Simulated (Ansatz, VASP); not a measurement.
## Cross-check of C3N4 between VASP and Ansatz

One calculation is typed for both programs; each brings its own data sets. How far apart do they land? The cell is taken from a series of runs on this material, whose earlier steps may have relaxed, scaled, displaced or heated it; both programs get it as it stands.

Main program and level: Ansatz 0.2.0; plane waves, with VASP 6.6.1 beside it; single point at PBE0.

## Step 1: The starting structure

The cell holds 7 atoms: 3 C and 4 N. Its edges and angles: a = 4.782 Å, b = 4.782 Å, c = 23.200 Å, α = 90.0°, β = 90.0°, γ = 120.0°. Vacuum lies along c.

Structure file:

```xyz
7
Lattice="4.7817 0.0000 0.0000 -2.3908 4.1410 0.0000 0.0000 0.0000 23.2000" Properties=species:S:1:pos:R:3
C    -1.1242    3.4920   11.6000
C     2.3908    1.2981   11.6000
C     1.1242    3.4920   11.6000
N     1.2203    0.6758   11.6000
N     0.0000    2.7894   11.6000
N     3.5614    0.6758   11.6000
N     2.3908    2.7607   11.6000
```

## Step 2: Ansatz: single point, PBE0

Ansatz runs on its PAW soft_1 files.

With cell and atoms fixed, the geometry can't cause a difference; cores, projectors, grids and the points listed under the comparison can.

Input file input.yaml:

```yaml
crystal:
  lattice:
    - [4.7816677628, 0.0, 0.0]
    - [-2.3908338814, 4.141045755, 0.0]
    - [0.0, 0.0, 23.2]
  atoms:
    - { symbol: C, position: [0.1865246384, 0.8432623192, 0.5] }
    - { symbol: C, position: [0.6567376808, 0.3134753616, 0.5] }
    - { symbol: C, position: [0.6567376808, 0.8432623192, 0.5] }
    - { symbol: "N", position: [0.3368037031, 0.1631962969, 0.5] }
    - { symbol: "N", position: [0.3368037031, 0.6736074062, 0.5] }
    - { symbol: "N", position: [0.8263925938, 0.1631962969, 0.5] }
    - { symbol: "N", position: [0.8333333333, 0.6666666667, 0.5] }
  periodic: [true, true, false]
kpoints:
  mp_grid: { grid: [3, 3, 1] }
  band_path:
    path: [[0.0, 0.0, 0.0], [0.5, 0.0, 0.0], [0.3333333333, 0.3333333333, 0.0]]
    npoints: 1
hamiltonian:
  xc: pbe0
  pseudopotentials: { kind: paw, azcp: { folder: soft_1 } }
scf:
  occupations: { method: fixed }
  n_extra_bands: 6
output:
  eigenvalues: true
```

The run is started by

```console
$ ansatz run input.yaml --threads 4 --pin off --max-ram 17510MiB --backend cpu --events-out ev --progress --plain --runs-dir out
```

Numbers of over 12 decimals in the logs are rounded to 6 here.

The log of the run:

```text
scf.n_extra_bands = 6 over 16 filled bands (N_el = 32.0): the run solves 22 bands
Engine: ansatz 0.2.0, aarch64-unknown-linux-gnu
Pseudopotentials: kind: paw
Pseudopotential: C, paw, valence charge 4, recommended cutoff 420 eV (normal), soft_1/C.paw.azcp
Pseudopotential: N, paw, valence charge 5, recommended cutoff 420 eV (normal), soft_1/N.paw.azcp
Functional definition: PBE0
  parameter a = 0.25
  parameter kappa = 0.804
  parameter beta = 0.066725
  exchange = (1 - a)*pbe_x(kappa = kappa, mu = beta*pi^2/3) + a*exact_x
  correlation = pbe_c(beta = beta)
davidson cushion auto → on  (no smearing: the cushion is to keep the highest requested band from converging to the state above it; pin scf.eigensolver.cushion to override)
Crystal: 7 atoms, lattice volume = 459.386 Å³
Basis set: ecut = 420 eV, 8879 PW (Γ)
Bands: 22, of which v1, the nominal top of the filled ones, is band 16 counted from 1 (15 counted from 0)
Symmetry: 12 space group operations
Space group: P-6m2 (ITA 187), of the structure as read, at distance tolerance 7.7e-5 Å
k-points: 3 of 9 (time reversal used)
Non-local potential: C, projectors of the file, l = 0: 2, l = 1: 2, l = 2: 1
Non-local potential: N, projectors of the file, l = 0: 2, l = 1: 2, l = 2: 1
PAW form: soft (Blöchl's): semilocal exchange-correlation on the pseudo side does not see the compensation charge
PAW frozen core: C, regenerated for the run's functional, and the local potential with it (the file was generated under x = pbe(κ = 0.804, μ = 0.219515), c = pbe(β = 0.066725))
PAW frozen core: N, regenerated for the run's functional, and the local potential with it (the file was generated under x = pbe(κ = 0.804, μ = 0.219515), c = pbe(β = 0.066725))
PAW one-centre angular grid: C, 110 points (default); XC on 64 Gauss nodes
PAW one-centre angular grid: N, 110 points (default); XC on 64 Gauss nodes
Initial density: superposition of atomic densities (neutral atoms: chi_scale 0, normalization atom)
Initial wavefunctions: pseudopotential atomic-orbital guess
Functional: x = pbe(κ = 0.804, μ = 0.219515), c = pbe(β = 0.066725), warm-up for x = 0.75 pbe(κ = 0.804, μ = 0.219515) + 0.25 exact, c = pbe(β = 0.066725)
iter 1 solved again at ethr=4.07e-2 eV; its pass at ethr=1.00e-1 eV (dr2=1.30e1 eV) is discarded
SCF iter   1: F=—  HF=-2290.578130 eV  |F-HF|=—  |Δ(HF+E_count)|=         —  Δρ=5.70e-2  dr2=1.30e1  ethr=4.07e-2  ⟨swp⟩=2.7  Hψ=395  notcnv=0
preconditioner: auto → none  [insulator: Δε(μ)=3.847 eV  Ē_g=16.212 eV  n_scr=54 (ndim 8)  ℏωp=9.8 eV  f_vac=0.810]
SCF iter   2: F=—  HF=-2287.155477 eV  |F-HF|=—  |Δ(HF+E_count)|=    3.42e0  Δρ=3.41e-2  dr2=3.74e0  ethr=4.07e-2  ⟨swp⟩=5.0  Hψ=191  notcnv=0  defer=1
SCF iter   3: F=—  HF=-2286.340562 eV  |F-HF|=—  |Δ(HF+E_count)|=   8.15e-1  Δρ=1.22e-2  dr2=4.13e-1  ethr=1.17e-2  ⟨swp⟩=4.0  Hψ=184  notcnv=0  defer=6
SCF iter   4: F=—  HF=-2286.279913 eV  |F-HF|=—  |Δ(HF+E_count)|=   6.06e-2  Δρ=5.48e-3  dr2=8.23e-2  ethr=1.29e-3  ⟨swp⟩=4.3  Hψ=190  notcnv=0  defer=8
iter 5 solved again at ethr=1.36e-5 eV; its pass at ethr=2.57e-4 eV (dr2=4.36e-3 eV) is discarded
SCF iter   5: F=—  HF=-2286.266079 eV  |F-HF|=—  |Δ(HF+E_count)|=   1.38e-2  Δρ=1.72e-3  dr2=4.28e-3  ethr=1.36e-5  ⟨swp⟩=4.7  Hψ=370  notcnv=0  defer=7
SCF iter   6: F=-2286.266594 eV  HF=-2286.266556 eV  |F-HF|=3.81e-5  |Δ(HF+E_count)|=   4.77e-4  Δρ=3.75e-4  dr2=1.87e-4  ethr=1.34e-5  ⟨swp⟩=4.0  Hψ=163  notcnv=0  defer=5
SCF 1 stopped early in 6 iterations: F = -2286.266594 eV  dr2 = 1.87e-4
  greatest PAW one-centre occupation: 0.817 electrons in one spin orbital (limit 2), on the N atom at site 4 (counted from 0), in its partial waves of l = 0
Initial density: handed on by an earlier stage of this run
Initial wavefunctions: those handed on with the density
Functional: x = 0.75 pbe(κ = 0.804, μ = 0.219515) + 0.25 exact, c = pbe(β = 0.066725)
Exchange kernel: α = 0.2500, full range, Wigner–Seitz truncation, v(0) = 8578.2075 eV·Å³, q-mesh 3×3×1, nearest image of the exchange supercell L = 14.35 Å, pair-density grid 24×24×108, without the augmentation charges, whose exchange is taken in its separable form by FFT convolution over the k-point mesh (sized by the pseudopotential files, 30×30×160 at the most)
Frozen-core exchange: fock
SCF iter   1: F=—  HF=-2285.982192 eV  |F-HF|=—  |Δ(HF+E_count)|=         —  Δρ=4.13e-3  dr2=5.07e-2  ethr=5.84e-6  ⟨swp⟩=12.7  Hψ=412  notcnv=0
preconditioner: auto → none  [insulator: Δε(μ)=4.036 eV  Ē_g=16.823 eV  n_scr=54 (ndim 8)  ℏωp=9.8 eV  f_vac=0.829]
SCF iter   2: F=—  HF=-2285.962947 eV  |F-HF|=—  |Δ(HF+E_count)|=   1.92e-2  Δρ=8.47e-4  dr2=3.29e-3  ethr=5.84e-6  ⟨swp⟩=5.3  Hψ=279  notcnv=0  defer=1
SCF iter   3: F=—  HF=-2285.979152 eV  |F-HF|=—  |Δ(HF+E_count)|=   1.62e-2  Δρ=5.69e-4  dr2=1.11e-3  ethr=4.17e-6  ⟨swp⟩=5.0  Hψ=243  notcnv=0  defer=1
SCF iter   4: F=—  HF=-2285.978797 eV  |F-HF|=—  |Δ(HF+E_count)|=   3.54e-4  Δρ=1.06e-4  dr2=1.25e-4  ethr=3.25e-6  ⟨swp⟩=3.3  Hψ=162  notcnv=0
SCF iter   5: F=—  HF=-2285.979383 eV  |F-HF|=—  |Δ(HF+E_count)|=   5.85e-4  Δρ=1.41e-4  dr2=6.64e-5  ethr=8.57e-8  ⟨swp⟩=5.0  Hψ=255  notcnv=0  defer=4
SCF iter   6: F=-2285.979363 eV  HF=-2285.979363 eV  |F-HF|=3.97e-7  |Δ(HF+E_count)|=   1.99e-5  Δρ=1.85e-5  dr2=6.07e-6  ethr=8.57e-8  ⟨swp⟩=3.7  Hψ=208  notcnv=0  defer=1
SCF 2 stopped early in 6 iterations: F = -2285.979363 eV  dr2 = 6.07e-6
  greatest PAW one-centre occupation: 0.820 electrons in one spin orbital (limit 2), on the N atom at site 5 (counted from 0), in its partial waves of l = 0
hybrid outer 1: dexx = +2.058e-2 eV, tail = 5.96e-5 eV
Exchange kernel: α = 0.2500, full range, Wigner–Seitz truncation, v(0) = 8578.2075 eV·Å³, q-mesh 3×3×1, nearest image of the exchange supercell L = 14.35 Å, pair-density grid 24×24×108, without the augmentation charges, whose exchange is taken in its separable form by FFT convolution over the k-point mesh (sized by the pseudopotential files, 30×30×160 at the most)
Frozen-core exchange: fock
SCF iter   1: F=—  HF=-2285.979477 eV  |F-HF|=—  |Δ(HF+E_count)|=         —  Δρ=3.26e-5  dr2=1.63e-6  ethr=9.31e-7  ⟨swp⟩=4.0  Hψ=165  notcnv=0
preconditioner: auto → none  [insulator: Δε(μ)=4.008 eV  Ē_g=16.885 eV  n_scr=54 (ndim 8)  ℏωp=9.8 eV  f_vac=0.830]
SCF iter   2: F=—  HF=-2285.979478 eV  |F-HF|=—  |Δ(HF+E_count)|=   1.61e-6  Δρ=1.30e-5  dr2=2.61e-7  ethr=4.48e-9  ⟨swp⟩=6.0  Hψ=255  notcnv=0  defer=1
SCF iter   3: F=-2285.979478 eV  HF=-2285.979478 eV  |F-HF|=7.50e-9  |Δ(HF+E_count)|=   2.91e-8  Δρ=5.17e-6  dr2=6.91e-8  ethr=5.79e-10  ⟨swp⟩=3.3  Hψ=155  notcnv=0  defer=4
SCF 3 converged in 3 iterations: F = -2285.979478 eV  dr2 = 6.91e-8
hybrid outer 2: dexx = +1.892e-6 eV, tail = 1.65e-7 eV, Δε = 2.34e-3 eV (about 1.40e-4 eV left of the loop's levels)
NSCF: frozen V_eff on 3 k-points
hybrid SCF converged: 2 outer / 9 inner (+6 warm-up), last move |dexx| = 1.89e-6 eV, tail = 1.65e-7 eV
Stability not checked: this state was not tested for a lower state beside it, because the functional holds exact exchange (a hybrid, or Hartree-Fock), whose exchange loop this test does not read (fock_operator; see scf.lower_state_search)
Free energy (F): -2285.979479 eV
Frozen-core exchange: fock
Harris-Foulkes:  -2285.979479 eV  (|F-HF|=7.50e-9)
Internal energy: -2285.979479 eV  (E = F + TS)
E sigma→0 (E₀):  -2285.979479 eV
Fermi energy:    -6.085619 eV
--- Per-component energies (eV) ---
  E_band       = -522.654995
  E_kinetic    = 779.611345
  E_local      = -25806.556742  (includes V_loc(G=0)·N_el)
  E_nonlocal   = 206.153572
  E_hartree    = 12467.483670
  E_xc         = -289.038242
  E_vxc        = -361.723514  (∫ρ·V_xc dr)
  E_exx        = -93.795589  (= α·E_x^exact, valence–valence)
  E_paw        = -802.919466  (= ΣΔE_a)
  E_vpaw       = -87.518978  (= ΣTr[D̂ρ^β])
  E_aug_tail   = 0.003802  (compensation charges beyond the density's cutoff)
  E_ewald      = 11253.215524
  E_core_change = -0.137352  (= ΣΔE_core)
  E_smearing   = -0.000000  (= −TS)
  E_closure    = 0.000000  (closes the sum)
  Σ components = -2285.979479   (vs F -2285.979479, Δ=-9.09e-13)
--- Band table (eV) ---
  k-point 0: bands = [... 12 lower, -9.3663, -8.4978, -6.0856, -6.0856, -2.0772, -2.0772, -0.4643, 0.0285, ... 2 higher]
  k-point 1: bands = [... 12 lower, -9.5589, -8.1166, -7.8842, -6.4488, -1.4316, -0.3662, 0.4970, 1.0030, ... 2 higher]
  k-point 2: bands = [... 12 lower, -9.8497, -9.7691, -7.2621, -7.2387, -1.6470, 1.2029, 2.1957, 2.3297, ... 2 higher]
  the weakly bound empty levels are not read free of the cell's end (exact_exchange)
```

Reading the cycles: dr2 is the Hartree energy of the density residual (eV), the measure of convergence; HF is the Harris–Foulkes estimate of the energy, which meets the free energy F at convergence.

## Step 3: VASP: single point, PBE0

The same cell, functional and mesh now go to VASP, with its own data sets.

Lines of VASP's logs that name or quote its potential files are left out, and so is its time.

The run reads the wave functions of an earlier VASP run, which isn't shown here.

Input file INCAR:

```
SYSTEM = C3N4
PREC = Accurate
ENCUT = 520
EDIFF = 1E-06
NELM = 100
ISMEAR = 0
SIGMA = 0.01
LREAL = .FALSE.
ALGO = Normal
LHFCALC = .TRUE.
AEXX = 0.25
GGA = PE
LASPH = .TRUE.
NBANDS = 23
PRECFOCK = Fast
LORBIT = 11
LWAVE = .FALSE.
LCHARG = .FALSE.
ISIF = 2
LDIPOL = .TRUE.
IDIPOL = 3
DIPOL = 0.5 0.5 0.5
LVHAR = .TRUE.
```

Input file POSCAR:

```
C3N4
1.0
    4.7816677628      0.0000000000      0.0000000000
   -2.3908338814      4.1410457550      0.0000000000
    0.0000000000      0.0000000000     23.2000000000
C N
3 4
Direct
    0.1865246384      0.8432623192      0.5000000000
    0.6567376808      0.3134753616      0.5000000000
    0.6567376808      0.8432623192      0.5000000000
    0.3368037031      0.1631962969      0.5000000000
    0.3368037031      0.6736074062      0.5000000000
    0.8263925938      0.1631962969      0.5000000000
    0.8333333333      0.6666666667      0.5000000000
```

Input file KPOINTS:

```
Automatic mesh
0
Gamma
3 3 1
0 0 0
```

Potentials, in the order of the species: C and N (PBE family, release 64).

The run is started by

```console
$ export OMP_NUM_THREADS=3
$ mpirun -np 1 vasp_std
```

The log of the run:

```text
[banner, memory and clock lines left out]
running    1 mpi-ranks, on    1 nodes
 distrk:  each k-point on    1 cores,    1 groups
 distr:  one band on    1 cores,    1 groups
 Offloading initialized ...    1 GPUs detected
 POSCAR found type information on POSCAR C N
 POSCAR found :  2 types and       7 ions
 LDA part: xc-table for (Slater+PW92), standard interpolation
 found WAVECAR, reading the header
 POSCAR, INCAR and KPOINTS ok, starting setup
 FFT: planning ... GRIDC
 FFT: planning ... GRID_SOFT
 FFT: planning ... GRID
 reading WAVECAR
 the WAVECAR file was read successfully
 initial charge from wavefunction
 entering main loop
       N       E                     dE             d eps       ncg     rms          rms(c)
DAV:   1    -0.743714006415E+02   -0.74371E+02   -0.10521E+00   181   0.830E+00    0.125E+00
DAV:   2    -0.743822637087E+02   -0.10863E-01   -0.80375E-02   160   0.184E+00    0.827E-01
DAV:   3    -0.743774899843E+02    0.47737E-02   -0.13680E-02   167   0.674E-01    0.447E-01
DAV:   4    -0.743772272087E+02    0.26278E-03   -0.33375E-03   166   0.341E-01    0.254E-01
DAV:   5    -0.743770721625E+02    0.15505E-03   -0.32007E-04   188   0.131E-01    0.143E-01
DAV:   6    -0.743769930279E+02    0.79135E-04   -0.16914E-04   152   0.827E-02    0.752E-02
DAV:   7    -0.743769865079E+02    0.65200E-05   -0.36155E-05   160   0.386E-02    0.409E-02
DAV:   8    -0.743769837454E+02    0.27625E-05   -0.30087E-06   128   0.139E-02    0.235E-02
DAV:   9    -0.743769834189E+02    0.32644E-06   -0.20654E-06    98   0.107E-02
   1 F= -.74376983E+02 E0= -.74376983E+02  d E =-.464773E-13
```

Parts of OUTCAR (step 3):

```text
ion  position               nearest neighbor table
   1  0.187  0.843  0.500-   4 1.33   5 1.33   7 1.46
   2  0.657  0.313  0.500-   4 1.33   6 1.33   7 1.46
   3  0.657  0.843  0.500-   6 1.33   5 1.33   7 1.46
   4  0.337  0.163  0.500-   1 1.33   2 1.33
   5  0.337  0.674  0.500-   3 1.33   1 1.33
   6  0.826  0.163  0.500-   3 1.33   2 1.33
   7  0.833  0.667  0.500-   3 1.46   2 1.46   1 1.46

  LATTYP: Found a hexagonal cell.
 ALAT       =     4.7816677628
 C/A-ratio  =     4.8518636490

 Subroutine GETGRP returns: Found 12 space group operations
 (whereof  4 operations were pure point group operations)

The static configuration has the point symmetry C_2v.
 The point group associated with its full space group is D_3h.

 Found      3 irreducible k-points:

   k-points           NKPTS =      3   k-points in BZ     NKDIM =      9   number of bands    NBANDS=     23

   dimension x,y,z NGX =    36 NGY =   36 NGZ =  180
   dimension x,y,z NGXF=    72 NGYF=   72 NGZF=  360

   ENCUT  =  520.0 eV  38.22 Ry    6.18 a.u.   8.89  8.89 43.14*2*pi/ulx,y,z

   NELECT =      32.0000    total number of electrons

 k-points in reciprocal lattice and weights: Automatic mesh
   0.00000000  0.00000000  0.00000000       0.111
   0.33333333  0.00000000  0.00000000       0.667
   0.33333333  0.33333333  0.00000000       0.222

  exchange ACFDT corr.  =         0.00000000  see jH, gK, PRB 81, 115126

 dipolmoment           0.000000      0.000000     -0.000000 electrons x Angstroem

 average (electrostatic) potential at core
       1 -56.8919       2 -56.8919       3 -56.8919       4 -66.9638       5 -66.9638
       6 -66.9638       7 -69.0411

 E-fermi :  -4.8645

 k-point     1 :       0.0000    0.0000    0.0000
  band No.  band energies     occupation
    ...
     12      -8.2266      2.00000
     13      -8.2266      2.00000
     14      -7.3527      2.00000
     15      -4.9136      2.00000
     16      -4.9135      2.00000
     17      -0.9152      0.00000
     18      -0.9152      0.00000
     19       0.7129      0.00000
     20       1.2280      0.00000
     21       1.3220      0.00000
    ...

 k-point     2 :       0.3333    0.0000    0.0000
  band No.  band energies     occupation
    ...
     12     -10.3629      2.00000
     13      -8.4159      2.00000
     14      -6.9414      2.00000
     15      -6.7417      2.00000
     16      -5.2724      2.00000
     17      -0.2698      0.00000
     18       0.7915      0.00000
     19       1.6738      0.00000
     20       2.2023      0.00000
     21       2.2943      0.00000
    ...

 k-point     3 :       0.3333    0.3333    0.0000
  band No.  band energies     occupation
    ...
     12      -9.0443      2.00000
     13      -8.6659      2.00000
     14      -8.5929      2.00000
     15      -6.1268      2.00000
     16      -6.0630      2.00000
     17      -0.4798      0.00000
     18       2.3544      0.00000
     19       3.3678      0.00000
     20       3.5049      0.00000
     21       3.8964      0.00000
    ...

  Total       -3.9771588     -3.9771588     -0.1137114      0.0000000      0.0000000      0.0000000
  in kB      -13.8709468    -13.8709468     -0.3965857      0.0000000      0.0000000      0.0000000
  external PRESSURE =      -9.3794931 kB  Pullay stress =       0.0000000 kB

  energy-cutoff  :      520.00
  volume of cell :      459.39
      direct lattice vectors                 reciprocal lattice vectors
     4.781667763  0.000000000  0.000000000     0.209132054  0.120742448 -0.000000000
    -2.390833881  4.141045755  0.000000000     0.000000000  0.241484895  0.000000000
     0.000000000  0.000000000 23.200000000     0.000000000 -0.000000000  0.043103448

 POSITION                                       TOTAL-FORCE (eV/Angst)
 -----------------------------------------------------------------------------------
     -1.12420      3.49199     11.60000         0.047994      0.027709     -0.000000
      2.39083      1.29812     11.60000        -0.000000     -0.055418     -0.000000
      1.12420      3.49199     11.60000        -0.047994      0.027709     -0.000000
      1.22031      0.67580     11.60000         0.537471     -0.310309     -0.000000
      0.00000      2.78944     11.60000         0.000000      0.620619      0.000000
      3.56136      0.67580     11.60000        -0.537471     -0.310309     -0.000000
      2.39083      2.76070     11.60000         0.000000      0.000000     -0.000000
 -----------------------------------------------------------------------------------
    total drift:                               -0.000034     -0.000010      0.000000

  FREE ENERGIE OF THE ION-ELECTRON SYSTEM (eV)
  ---------------------------------------------------
  free  energy   TOTEN  =       -74.3769834189 eV

  energy  without entropy=      -74.3769834189  energy(sigma->0) =      -74.37698342

 vacuum level on the upper side and lower side of the slab         1.156         1.156

 total charge
# of ion       s       p       d       tot
------------------------------------------
    1        0.852   1.701   0.000   2.553
    2        0.852   1.701   0.000   2.553
    3        0.852   1.701   0.000   2.553
    4        1.270   2.702   0.000   3.972
    5        1.270   2.702   0.000   3.972
    6        1.270   2.702   0.000   3.972
    7        1.195   2.692   0.000   3.887
--------------------------------------------------
tot          7.562  15.900   0.000  23.463
```

## Step 4: Side by side

Known differences besides the potentials themselves: exact exchange at q = 0 is treated differently, which shows on coarse meshes; VASP keeps PBE cores, Ansatz makes them for the functional; fixed occupations in Ansatz, narrow Gaussian smearing in VASP; Ansatz cuts the interaction across the vacuum, VASP repeats the sheet with a dipole correction; the cutoff is 420 eV in Ansatz and 520 eV in VASP; VASP takes a coarser grid for exact exchange (PRECFOCK = Fast). Total energies have different zeros and are not compared.

Both answers:

```tsv
quantity	Ansatz	VASP	difference
gap on the k mesh (eV)	4.008	3.998	+0.010
```

A gap on the mesh is an upper bound, since the band edges may lie between its points. With vacuum in the cell, a pressure given here is an average over mostly empty space and none of the material.

## Step 5: Outcome

```
difference in gap on the k mesh (single point, PBE0) : 0.010 eV
```

What this shows: The difference in gap on the k mesh is 0.010 eV (single point, PBE0), within the 0.08 eV picked in this series as the mark of a large difference. Such differences can come from data sets, numerical settings and the points named under the comparisons, not from the functional's error against experiment.

[Lines on the potential files, build, host, timing and source positions are cut from VASP's logs without a mark.]

[Logs are printed without paths, hosts, clocks, repeated set-up lines and the standing remarks that a program may print on its own settings, such as how far it seeks lower states.]

[Hosts, paths, dates, database ids (printed as entryN), source tags and the programs' standing remarks are cut or masked in the printed files.]
